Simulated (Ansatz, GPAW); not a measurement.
# Ta: 3 runs at one level of theory

```
Ta
1.0
    -1.65128    1.65128    1.65128
     1.65128   -1.65128    1.65128
     1.65128    1.65128   -1.65128
Ta
1
Direct
  0.00000 0.00000 0.00000
```

Alike in all runs: task single point; functional PBE; k mesh 11 × 11 × 11; occupations gaussian, width 0.024 eV; no spin polarisation; no spin-orbit coupling. Pressure is positive in compression and, in plane waves, holds the error of the finite cutoff, which Ansatz's Pulay term estimates and takes out.

```tsv
program and potentials	plane-wave cutoff (eV)	notes	pressure (GPa)
Ansatz, Ansatz PAW	420	-	?
Ansatz, all-electron LAPW, scalar-relativistic	-	-	2.06
GPAW, GPAW PAW data sets (gpaw-data 1.2.1)	600	-	2.33
```

Task: Estimate from the other rows what the run with Ansatz, Ansatz PAW gave.

Result: Pressure 2.10 GPa. Its pressure holds a Pulay term of +0.06 GPa. The other rows, which needn't bracket it: pressure 2.06 to 2.33.
